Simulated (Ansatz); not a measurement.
# AlN: a trial structure relaxed

Aim: relax a trial structure of AlN and see where it ends, then test the end with a random kick.

Program: Ansatz 0.2.0. Level of theory: DFT PBE, scalar-relativistic, plane waves, PAW. These are calculated values, not measurements.

## Step 1: Starting point

It takes space group Pm-3m (No. 221, cubic). The conventional cell has a = 3.977 Å, b = 3.977 Å, c = 3.977 Å, α = 90.00°, β = 90.00°, γ = 90.00°. Al (site symmetry 4/mmm) has 4 N at 1.99 Å as nearest neighbours. Around N (site symmetry 4/mmm) lie 4 Al at 1.99 Å.

As a file:

```cif
data_structure
_symmetry_space_group_name_H-M 'Pm-3m'
_symmetry_Int_Tables_number 221
_cell_length_a 3.9772
_cell_length_b 3.9772
_cell_length_c 3.9772
_cell_angle_alpha 90.000
_cell_angle_beta 90.000
_cell_angle_gamma 90.000
_cell_volume 62.91
loop_
_atom_site_label
_atom_site_type_symbol
_atom_site_symmetry_multiplicity
_atom_site_Wyckoff_symbol
_atom_site_fract_x
_atom_site_fract_y
_atom_site_fract_z
_atom_site_occupancy
Al1 Al 3 c 0.50000 0.50000 0.00000 1
N1 N 3 d 0.00000 0.00000 0.50000 1
```

Recipe of the guess: species swapped into a database cell of TcN (Pm-3m, No. 221), with Al on the Tc sites. The dimensions are guesses.

## Step 2: Probe: one point on a coarse mesh

File input.yaml:

```yaml
crystal:
  lattice:
    - [3.9771853, 0.0, 0.0]
    - [0.0, 3.9771853, 0.0]
    - [0.0, 0.0, 3.9771853]
  atoms:
    - { symbol: Al, position: [0.5, 0.5, 0.0] }
    - { symbol: Al, position: [0.5, 0.0, 0.5] }
    - { symbol: Al, position: [0.0, 0.5, 0.5] }
    - { symbol: "N", position: [0.0, 0.0, 0.5] }
    - { symbol: "N", position: [0.0, 0.5, 0.0] }
    - { symbol: "N", position: [0.5, 0.0, 0.0] }
basis:
  ecutwfc: 420
kpoints:
  mp_grid: { grid: [4, 4, 4] }
hamiltonian:
  xc: pbe
scf:
  occupations: { method: gaussian, width: 0.1 }
  lower_state_search: "off"
output:
  forces: true
  stress: true
  eigenvalues: true
```

On the command line:

```console
> ansatz run input.yaml --threads 1 --pin off --max-ram 2048MiB --backend cpu --events-out ev --progress --plain --runs-dir out
```

The session goes on with these runs: final relaxation; kick test: the unmoved cell on a coarse mesh; kicked and relaxed without symmetry.

Q: Predict the outcome of this session. Wanted: conventional cell; volume; energy over the elements; gap on the mesh.

The runs gave:

```
                                                              quantity                                                                      value
                                symmetry at the end (tolerance 0.05 Å)                                                space group Pm-3m (No. 221)
                                                     conventional cell  a = 3.947 Å, b = 3.947 Å, c = 3.947 Å, α = 90.00°, β = 90.00°, γ = 90.00°
                                                                volume                                                              10.25 Å³/atom
energy over the elements (uncorrected; H, N, O, F and Cl as molecules)                                                              -0.04 eV/atom
                                                       gap on the mesh                                                               none (metal)
```

What this shows: The space group Pm-3m (No. 221) is kept, and the volume per atom shrinks by 2.3 % from the first guess. The formation energy of this structure is too near zero to say whether it is bound against the elements. The kicked cell came back to the same energy, so the end is stable against the distortions that fit this cell and this draw; modes that don't fit the cell aren't tested. Spin polarisation is off in the runs that give these values; a magnetic solution could lie lower.
